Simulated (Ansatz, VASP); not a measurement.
**Two plane-wave programs on Pb**

```xyz
2
Lattice="-1.7361 -3.0070 0.0000 -1.7361 3.0070 0.0000 0.0000 0.0000 -5.7272" Properties=species:S:1:pos:R:3 pbc="T T T"
Pb   -1.7361    1.0023   -1.4318
Pb   -1.7361   -1.0023   -4.2954
```

This isn't the form of Pb at room conditions, which is fcc.

Alike in both runs: functional PBEsol; k mesh 15 × 15 × 8; occupations gaussian, width 0.1 eV; no spin polarisation.

Ansatz relaxed the structure, and its values are those at the end. VASP's run is a single point on that final structure, the one shown.

```csv
,VASP,Ansatz
version,VASP 6.6.1,Ansatz 0.2.0
potentials or method,"VASP PAW PBE potentials, release 64 (Pb_d)","scalar-relativistic, plane waves, PAW"
plane-wave cutoff (eV),520,420
valence electrons in the cell,28,28
```

|  | VASP | Ansatz | Ansatz less VASP |
| --- | --- | --- | --- |
| gap on the k mesh at the Fermi level (eV) | none | none | - |
| pressure (GPa) | -0.1 | 0.0 | +0.10 |

A gap of «none» marks a metal or a gap that the smearing closes.

Caveats: the PAW data sets were made with another functional, which shifts forces and pressure a little (VASP). Spin-orbit coupling is left out, which matters for the levels of Pb.
